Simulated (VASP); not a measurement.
# Sn (Immm) in VASP: a series of runs, part 2 of 4

VASP 6.6.1. Earlier steps stand in the parts before.

## 3. Single point, PBE (cell strained at random at fixed volume)

The input, INCAR:

```
SYSTEM = Sn
PREC     = Accurate       ! precision mode
ENCUT    = 520            ! plane-wave cutoff, eV
EDIFF    = 1E-7           ! SCF threshold, eV
ISMEAR   = -1             ! smearing method
SIGMA    = 0.05           ! smearing width, eV
LREAL    = .FALSE.        ! projectors in reciprocal space
LASPH    = .TRUE.         ! aspherical terms in the spheres
NELM     = 100            ! most SCF steps
ALGO     = Normal         ! electronic algorithm
ISIF     = 2              ! what is computed and relaxed
LWAVE    = .FALSE.        ! write WAVECAR
LCHARG   = .FALSE.        ! write CHGCAR
GGA      = PE             ! functional
NBANDS   = 13             ! bands
```

The input, KPOINTS:

```
Automatic mesh
0
G
  11 11 11
  0 0 0
```

The input, POSCAR:

```
Sn
1.0
   -1.6657680000      1.7656330000      2.2958090000
    1.7444190000     -1.7990580000      2.3792620000
    1.6823800000      1.8152120000     -2.3211890000
Sn
1
Direct
   -0.0049540000     -0.0116520000     -0.0033020000
```

Potentials or basis: VASP PAW PBE potentials, release 64 (Sn_d).

Command:

```
cat potpaw_PBE.64/Sn_d/POTCAR > POTCAR
mpirun -np 1 vasp_std > vasp.out
```

OUTCAR:

```text
SYSTEM = Sn
   PREC = Accurate
   ENCUT = 520
   EDIFF = 1E-7
   ISMEAR = -1
   LREAL = .FALSE.
   LASPH = .TRUE.
   NELM = 100
   ISIF = 2
   GGA = PE

 ion  position               nearest neighbor table
   1  0.995  0.988  0.997-

  LATTYP: Found a triclinic cell.
 ALAT       =     3.3931276786
 B/A-ratio  =     3.0569137595
 C/A-ratio  =     1.0183825843
 COS(alpha) =     0.0042799747
 COS(beta)  =     0.4992437371
 COS(gamma) =     0.8358970151

  Lattice vectors:

 A1 = (  -1.6823800000,  -1.8152120000,   2.3211890000)
 A2 = (  -8.5525900000,  -5.4283650000,   2.2304230000)
 A3 = (   1.7444190000,  -1.7990580000,   2.3792620000)

Analysis of symmetry for initial positions (statically):
=====================================================================
 Subroutine PRICEL returns:
 Original cell was already a primitive cell.

 Routine SETGRP: Setting up the symmetry group for a
 triclinic supercell.

 Subroutine GETGRP returns: Found  2 space group operations
 (whereof  1 operations were pure point group operations)
 out of a pool of  2 trial point group operations.

The static configuration has the point symmetry C_1 .
 The point group associated with its full space group is S_2 .

Analysis of symmetry for dynamics (positions and initial velocities):
=====================================================================
 Subroutine PRICEL returns:
 Original cell was already a primitive cell.

 Routine SETGRP: Setting up the symmetry group for a
 triclinic supercell.

 Subroutine GETGRP returns: Found  2 space group operations
 (whereof  1 operations were pure point group operations)
 out of a pool of  2 trial point group operations.

The dynamic configuration has the point symmetry C_1 .
 The point group associated with its full space group is S_2 .

 Subroutine INISYM returns: Found  2 space group operations
 (whereof  1 operations are pure point group operations),
 and found     1 'primitive' translations

[... 146 lines left out ...]
   IVDW    =     0    specifies the selected vdW correction
   LEPSILON=     F    determine dielectric tensor
   LRPA    =     F    only Hartree local field effects (RPA)
 non-spin polarized calculation
  energy-cutoff  :      520.00
  volume of cell :       28.67
 maximum number of plane-waves:       789
 NGX is ok and might be reduce to    28
   NGX = 13   NGY = 13   NGZ = 13

 number of electron      14.0000001 magnetization

 Free energy of the ion-electron system (eV)
  ---------------------------------------------------
  ext. energy  EPLUGINS =         0.00000000
  ---------------------------------------------------
  free energy    TOTEN  =        -3.78297707 eV

  energy without entropy =       -3.77906463  energy(sigma->0) =       -3.78102085

 E-fermi :   7.5168     XC(G=0): -10.1135

 val. band max:        7.5139723781   @ k =   0.2727  -0.3636   0.3636
 cond. band min:       7.5231677727   @ k =   0.2727   0.4545   0.1818
 fundamental gap:      0.0091953946
 Fermi energy:         7.5168052982

 k-point     1 :       0.0000    0.0000    0.0000
  band No.  band energies     occupation
      1     -14.0601      2.00000
      2     -14.0392      2.00000
      3     -14.0154      2.00000
      4     -13.9883      2.00000
      5     -13.9529      2.00000
      6      -3.2546      2.00000
      7      14.2679      0.00000
      8      14.6188      0.00000
      9      15.3253      0.00000
     10      18.2727      0.00000
     11      18.3686      0.00000
     12      18.9421      0.00000
     13      19.4850      0.00000
[... 610 lines left out ...]
  band No.  band energies     occupation
      1     -14.0596      2.00000
      2     -14.0343      2.00000
      3     -13.9958      2.00000
      4     -13.9286      2.00000
      5     -13.9172      2.00000
      6      -0.7081      2.00000
      7       5.3525      2.00000
      8      12.6333      0.00000
      9      13.5862      0.00000
     10      16.8456      0.00000
     11      17.5545      0.00000
     12      18.2368      0.00000
     13      19.9638      0.00000

 [... further k-points ...]

------------------------ aborting loop because EDIFF is reached ----------------------------------------

  FORCE on cell =-STRESS in cart. coord.  units (eV):
  Direction    XX          YY          ZZ          XY          YZ          ZX
  --------------------------------------------------------------------------------------
  -------------------------------------------------------------------------------------
  Total       -0.0346586     -0.3655042     -0.1675648     -0.0035526      0.0328013     -0.1114940
  in kB       -1.9366235    -20.4233221     -9.3630397     -0.1985067      1.8328447     -6.2299647
  external PRESSURE =     -10.5743285 kB  Pullay stress =       0.0000000 kB

 VOLUME and BASIS-vectors are now :
 -----------------------------------------------------------------------------
  energy-cutoff  :      520.00
  volume of cell :       28.67
      direct lattice vectors                 reciprocal lattice vectors
    -1.665768000  1.765633000  2.295809000    -0.004984138  0.280817705  0.215992086
     1.744419000 -1.799058000  2.379262000     0.288274102  0.000144358  0.209051751
     1.682380000  1.815212000 -2.321189000     0.290556689  0.277895200 -0.002901331

 POSITION                                       TOTAL-FORCE (eV/Angst)
 -----------------------------------------------------------------------------------
      1.74340      1.78801      2.32245         0.000000     -0.000000     -0.000000
 -----------------------------------------------------------------------------------
    total drift:                               -0.000004      0.000025      0.000024

  FREE ENERGIE OF THE ION-ELECTRON SYSTEM (eV)
  ---------------------------------------------------
  free  energy   TOTEN  =        -3.7829770687 eV

  energy  without entropy=       -3.7790646300  energy(sigma->0) =       -3.78102085
```

Wall time 2.2 min (1 thread of AMD EPYC 9R45 (Zen 5), shared host); peak memory 0.31 GiB.

What came out:

- Free energy: -3.7830 eV
- Pressure: -1.1 GPa
- Band gap on the k mesh: none (metal or under the smearing width)

Stress tensor (GPa, compression positive):
```
-0.19 -0.02 -0.62
-0.02 -2.04  0.18
-0.62  0.18 -0.94
```

Levels at points of the mesh, in eV from the Fermi level:
```tsv
k point	band 4	band 5	band 6	band 7	band 8	band 9	band 10	band 11
(0.00, 0.00, 0.00)	-21.51	-21.47	-10.77	6.75	7.10	7.81	10.76	10.85
```

## 4. Equation of state, PBE, 26.95 Å³/atom (volume scaled by 0.94)

The input, INCAR:

```
  PREC = Accurate
  ENCUT = 520
  EDIFF = 1E-7
  ISMEAR = -1
  SIGMA = 0.05
  LREAL = F
  LASPH = T
  NELM = 100
  ALGO = Normal
  ISIF = 2
  LWAVE = F
  LCHARG = F
  GGA = PE
  NBANDS = 13
```

The input, KPOINTS:

```
regular mesh
0
Gamma
  11 11 11
```

The input, POSCAR:

```
Sn
1.0
   -1.6912936206      1.7393011766      2.2906073406
    1.6912936206     -1.7393011766      2.2906073406
    1.6912936206      1.7393011766     -2.2906073406
Sn
1
Direct
    0.0000000000      0.0000000000      0.0000000000
```

Potentials or basis: VASP PAW PBE potentials, release 64 (Sn_d).

Command:

```
cat potpaw_PBE.64/Sn_d/POTCAR > POTCAR
mpirun -np 1 vasp_std > vasp.out
```

OUTCAR:

```text
PREC = Accurate
   ENCUT = 520
   EDIFF = 1E-7
   ISMEAR = -1
   LREAL = F
   LASPH = T
   NELM = 100
   ISIF = 2
   GGA = PE

 ion  position               nearest neighbor table
   1  0.000  0.000  0.000-

  LATTYP: Found a body centered orthorhombic cell.
 ALAT       =     3.3825872412
 B/A-ratio  =     1.0283851103
 C/A-ratio  =     1.3543522619

  Lattice vectors:

 A1 = (  -1.6912936206,   1.7393011766,   2.2906073406)
 A2 = (   1.6912936206,  -1.7393011766,   2.2906073406)
 A3 = (   1.6912936206,   1.7393011766,  -2.2906073406)

Analysis of symmetry for initial positions (statically):
=====================================================================
 Subroutine PRICEL returns:
 Original cell was already a primitive cell.

 Routine SETGRP: Setting up the symmetry group for a
 body centered orthorhombic supercell.

 Subroutine GETGRP returns: Found  8 space group operations
 (whereof  8 operations were pure point group operations)
 out of a pool of  8 trial point group operations.

The static configuration has the point symmetry D_2h.

Analysis of symmetry for dynamics (positions and initial velocities):
=====================================================================
 Subroutine PRICEL returns:
 Original cell was already a primitive cell.

 Routine SETGRP: Setting up the symmetry group for a
 body centered orthorhombic supercell.

 Subroutine GETGRP returns: Found  8 space group operations
 (whereof  8 operations were pure point group operations)
 out of a pool of  8 trial point group operations.

The dynamic configuration has the point symmetry D_2h.

 Subroutine INISYM returns: Found  8 space group operations
 (whereof  8 operations are pure point group operations),
 and found     1 'primitive' translations

----------------------------------------------------------------------------------------

                                     Primitive cell

  volume of cell :      26.9528

  direct lattice vectors                    reciprocal lattice vectors
    -1.691293621  1.739301177  2.290607341     0.000000000  0.287471777  0.218282720
     1.691293621 -1.739301177  2.290607341     0.295631695  0.000000000  0.218282720
     1.691293621  1.739301177 -2.290607341     0.295631695  0.287471777  0.000000000

  length of vectors
     3.336543823  3.336543823  3.336543823     0.360953416  0.367485299  0.412356789

  position of ions in fractional coordinates (direct lattice)
     0.000000000  0.000000000  0.000000000

  ion indices of the primitive-cell ions
   primitive index   ion index
                 1           1

----------------------------------------------------------------------------------------

 KPOINTS: regular mesh

Automatic generation of k-mesh.
 Grid dimensions read from file:
 generate k-points for:   11   11   11

 Generating k-lattice:

  Cartesian coordinates                     Fractional coordinates (reciprocal lattice)
     0.000000000  0.026133798  0.019843884     0.090909091  0.000000000 -0.000000000
     0.026875609  0.000000000  0.019843884     0.000000000  0.090909091 -0.000000000
     0.026875609  0.026133798  0.000000000    -0.000000000  0.000000000  0.090909091

  Length of vectors
     0.032813947  0.033407754  0.037486981

  Shift w.r.t. Gamma in fractional coordinates (k-lattice)
     0.000000000  0.000000000  0.000000000

 Subroutine IBZKPT returns following result:
 ===========================================

 Found    216 irreducible k-points:

 Following reciprocal coordinates:
            Coordinates               Weight
  0.000000  0.000000  0.000000      1.000000
  0.090909  0.000000 -0.000000      4.000000
  0.181818  0.000000 -0.000000      4.000000
  0.272727  0.000000  0.000000      4.000000
  0.363636 -0.000000  0.000000      4.000000
  0.454545 -0.000000  0.000000      4.000000
[... 42 lines left out ...]
 -0.181818  0.363636  0.000000      8.000000
 -0.090909  0.363636  0.000000      8.000000
 [... further k-points ...]
   k-points           NKPTS =    216   k-points in BZ     NKDIM =    216   number of bands    NBANDS=     13
   number of dos      NEDOS =    301   number of ions     NIONS =      1
   total plane-waves  NPLWV =  21952
   dimension x,y,z NGX =    28 NGY =   28 NGZ =   28
   dimension x,y,z NGXF=    56 NGYF=   56 NGZF=   56
   ions per type =               1
   NGX,Y,Z   is equivalent  to a cutoff of  13.95, 13.95, 13.95 a.u.
   NGXF,Y,Z  is equivalent  to a cutoff of  27.90, 27.90, 27.90 a.u.
 SYSTEM =  unknown system
   PREC   = accura    normal or accurate (medium, high low for compatibility)
   ISTART =      0    job   : 0-new  1-cont  2-samecut
   ICHARG =      2    charge: 1-file 2-atom 10-const
   ISPIN  =      1    spin polarized calculation?
   LNONCOLLINEAR =      F non collinear calculations
   LSORBIT =      F    spin-orbit coupling
   LASPH  =      T    aspherical Exc in radial PAW
   ENCUT  =  520.0 eV  38.22 Ry    6.18 a.u.   6.20  6.20  6.20*2*pi/ulx,y,z
   NELM   =    100;   NELMIN=  2; NELMDL= -5     # of ELM steps
   EDIFF  = 0.1E-06   stopping-criterion for ELM
   LREAL  =      F    real-space projection
   EDIFFG = 0.1E-05   stopping-criterion for IOM
   NSW    =      0    number of steps for IOM
   IBRION =     -1    ionic relax: 0-MD 1-quasi-New 2-CG
   NFREE  =      0    steps in history (QN), initial steepest desc. (CG)
   ISIF   =      2    stress and relaxation
   ISYM   =      2    0-nonsym 1-usesym 2-fastsym
   POTIM  = 0.5000    time-step for ionic-motion
   TEBEG  =    0.0;   TEEND  =   0.0 temperature during run
   PSTRESS=    0.0 pullay stress
   NELECT =      14.0000    total number of electrons
   NUPDOWN=      -1.0000    fix difference up-down
   EMIN   =  10.00;   EMAX   =-10.00  energy-range for DOS
   EFERMI =   0.00;   METHOD = LEGACY
   ISMEAR =    -1;   SIGMA  =   0.05  broadening in eV -4-tet -1-fermi 0-gaus
   EFERMI_NEDOS =   21; number of points for ismear=-14 and -15
   IALGO  =     38    algorithm
   IMIX   =      4    mixing-type and parameters
     AMIX     =   0.40;   BMIX     =  1.00
     AMIX_MAG =   1.60;   BMIX_MAG =  1.00
  volume/ion in A,a.u.               =      26.95       181.89
  Fermi-wavevector in a.u.,A,eV,Ry     =   1.315980  2.486842 23.562623  1.731804
  Thomas-Fermi vector in A             =   2.446125
   LORBIT       =      0    0 simple, 1 ext, 2 COOP (PROOUT), +10 PAW based schemes
   GGA     = PE    functional components
   LHFCALC =     F    Hartree Fock is set to
   AEXX    =    0.0000 exact exchange contribution
   IVDW    =     0    specifies the selected vdW correction
   LEPSILON=     F    determine dielectric tensor
   LRPA    =     F    only Hartree local field effects (RPA)
 non-spin polarized calculation
  energy-cutoff  :      520.00
  volume of cell :       26.95
 maximum number of plane-waves:       744
 NGX is ok and might be reduce to    28
   NGX = 13   NGY = 13   NGZ = 13

 number of electron      14.0000002 magnetization

 Free energy of the ion-electron system (eV)
  ---------------------------------------------------
  ext. energy  EPLUGINS =         0.00000000
  ---------------------------------------------------
  free energy    TOTEN  =        -3.78316901 eV

  energy without entropy =       -3.77924726  energy(sigma->0) =       -3.78120814

 E-fermi :   8.2311     XC(G=0): -10.4016

 val. band max:        8.2073701459   @ k =   0.4545   0.2727   0.0909
 cond. band min:       8.2892543800   @ k =   0.3636  -0.3636   0.1818
 fundamental gap:      0.0818842342
 Fermi energy:         8.2310656114

 k-point     1 :       0.0000    0.0000    0.0000
  band No.  band energies     occupation
      1     -13.3419      2.00000
      2     -13.3240      2.00000
      3     -13.3004      2.00000
      4     -13.2641      2.00000
      5     -13.2219      2.00000
      6      -2.9554      2.00000
      7      15.7670      0.00000
      8      15.9120      0.00000
      9      16.3697      0.00000
     10      18.9406      0.00000
     11      19.7383      0.00000
     12      20.2617      0.00000
     13      20.4364      0.00000
[... 609 lines left out ...]
 k-point    40 :      -0.0000    0.3636    0.0000
  band No.  band energies     occupation
      1     -13.3330      2.00000
      2     -13.3192      2.00000
      3     -13.2845      2.00000
      4     -13.1837      2.00000
      5     -13.1829      2.00000
      6      -0.1687      2.00000
      7       6.1410      2.00000
      8      13.6630      0.00000
      9      14.4964      0.00000
     10      17.8050      0.00000
     11      18.6098      0.00000
     12      18.8946      0.00000
     13      20.6547      0.00000

 [... further k-points ...]

------------------------ aborting loop because EDIFF is reached ----------------------------------------

  FORCE on cell =-STRESS in cart. coord.  units (eV):
  Direction    XX          YY          ZZ          XY          YZ          ZX
  --------------------------------------------------------------------------------------
  -------------------------------------------------------------------------------------
  Total        0.4755803      0.1564806      0.3943339      0.0000000      0.0000000      0.0000000
  in kB       28.2702718      9.3017934     23.4406798      0.0000000      0.0000000      0.0000000
  external PRESSURE =      20.3375817 kB  Pullay stress =       0.0000000 kB

 VOLUME and BASIS-vectors are now :
 -----------------------------------------------------------------------------
  energy-cutoff  :      520.00
  volume of cell :       26.95
      direct lattice vectors                 reciprocal lattice vectors
    -1.691293621  1.739301177  2.290607341     0.000000000  0.287471777  0.218282720
     1.691293621 -1.739301177  2.290607341     0.295631695  0.000000000  0.218282720
     1.691293621  1.739301177 -2.290607341     0.295631695  0.287471777  0.000000000

 POSITION                                       TOTAL-FORCE (eV/Angst)
 -----------------------------------------------------------------------------------
      0.00000      0.00000      0.00000        -0.000000     -0.000000      0.000000
 -----------------------------------------------------------------------------------
    total drift:                               -0.000000     -0.000000      0.000000

  FREE ENERGIE OF THE ION-ELECTRON SYSTEM (eV)
  ---------------------------------------------------
  free  energy   TOTEN  =        -3.7831690128 eV

  energy  without entropy=       -3.7792472645  energy(sigma->0) =       -3.78120814
```

OSZICAR:

```text
N       E                     dE             d eps       ncg     rms          rms(c)
DAV:   1     0.805251869060E+02    0.80525E+02   -0.71691E+03  5766   0.160E+03
DAV:   2     0.172465755228E+01   -0.78801E+02   -0.76404E+02  5911   0.340E+02
DAV:   3    -0.368221649847E+01   -0.54069E+01   -0.53842E+01  6692   0.723E+01
DAV:   4    -0.379209511071E+01   -0.10988E+00   -0.10985E+00  6887   0.110E+01
DAV:   5    -0.379574519465E+01   -0.36501E-02   -0.36500E-02  7456   0.196E+00    0.133E+00
DAV:   6    -0.378652016844E+01    0.92250E-02   -0.91968E-03  7220   0.166E+00    0.736E-01
DAV:   7    -0.378329811410E+01    0.32221E-02   -0.60984E-03  7296   0.131E+00    0.933E-02
DAV:   8    -0.378316984695E+01    0.12827E-03   -0.64745E-04  6936   0.432E-01    0.223E-02
DAV:   9    -0.378316876338E+01    0.10836E-05   -0.11822E-05  7806   0.450E-02    0.142E-02
DAV:  10    -0.378316898479E+01   -0.22141E-06   -0.20656E-06  7140   0.186E-02    0.899E-04
DAV:  11    -0.378316910853E+01   -0.12374E-06   -0.88859E-08  4888   0.484E-03    0.142E-04
DAV:  12    -0.378316898226E+01    0.12627E-06   -0.23104E-08  4113   0.242E-03    0.181E-04
DAV:  13    -0.378316901278E+01   -0.30519E-07   -0.84583E-09  3723   0.145E-03
   1 F= -.37831690E+01 E0= -.37812081E+01  d E =-.392175E-02
```

Wall time 45 s (1 thread of AMD EPYC 9R45 (Zen 5), shared host); peak memory 0.17 GiB.

Results:

```
Free energy            : -3.7832 eV
Pressure               : 2.0 GPa
Band gap on the k mesh : none (metal or under the smearing width)
```

## 5. Equation of state, PBE, 27.53 Å³/atom (volume scaled by 0.96)

The input, INCAR:

```
  PREC = Accurate
  ENCUT = 520
  EDIFF = 1E-7
  ISMEAR = -1
  SIGMA = 0.05
  LREAL = False
  LASPH = True
  NELM = 100
  ALGO = Normal
  ISIF = 2
  LWAVE = False
  LCHARG = False
  GGA = PE
  NBANDS = 13
```

KPOINTS is that of step 4.

The input, POSCAR:

```
Sn
1.0
   -1.7032045314      1.7515501800      2.3067389097
    1.7032045314     -1.7515501800      2.3067389097
    1.7032045314      1.7515501800     -2.3067389097
Sn
1
Direct
    0.0000000000      0.0000000000      0.0000000000
```

Command:

```
cat potpaw_PBE.64/Sn_d/POTCAR > POTCAR
mpirun -np 1 vasp_std > vasp.out
```

Run time: 45 s. Hardware: 1 thread of AMD EPYC 9R45 (Zen 5), shared host; peak memory 0.17 GiB.

The run converged. Its results:

```yaml
Free_energy: -3.7886 eV
Pressure: 0.9 GPa
Band_gap_on_the_k_mesh: none (metal or under the smearing width)
```

(Part 2 of 4 ends here.)
